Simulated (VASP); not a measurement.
The system is CuO.

```
CELL_PARAMETERS angstrom
2.83633 0.00000 0.00000
-1.41816 2.45633 0.00000
0.00000 0.00000 2.76811
ATOMIC_POSITIONS crystal
Cu 0.00000 0.00000 0.00000
O 0.66667 0.33333 0.50000
```

Measurements of this composition are mostly on another form, of space group No. 15.

* Program: VASP 6.6.1
* Task: relaxation of cell and atoms
* Functional: PBE
* Potentials or basis: VASP PAW PBE potentials, release 54 (Cu, O)
* Cutoff: 580 eV
* k mesh: 11 × 11 × 10
* Occupations: fermi-dirac, width 0.05 eV
* Spin: no spin polarisation

At the start: pressure -0.4 GPa; volume 9.64 Å³/atom.

**Question.** Where does the relaxation end?

**Answer.** Over 5 steps the energy falls by 9.7 meV/atom and the volume is 9.70 Å³/atom (+0.6 %); space group P-6m2 (No. 187, to 0.05 Å).

Step by step:
```csv
step,energy change (eV),largest force (eV/Å),pressure (GPa),volume (Å³)
1,0.0000,0.0000,-0.45,19.29
2,-0.0163,0.0000,1.26,19.20
3,-0.0178,0.0000,2.09,19.17
4,-0.0190,0.0000,-0.91,19.53
5,-0.0194,0.0000,0.09,19.41
```

Final structure:
```
CELL_PARAMETERS angstrom
2.88730 0.00000 0.00000
-1.44365 2.50047 0.00000
0.00000 0.00000 2.68812
ATOMIC_POSITIONS crystal
Cu 0.00000 0.00000 0.00000
O 0.66667 0.33333 0.50000
```

Caveat: an odd number of electrons without spin polarisation forces a metal; a magnetic or distorted state may lie lower; the run has no spin polarisation, though such a crystal can be magnetic.
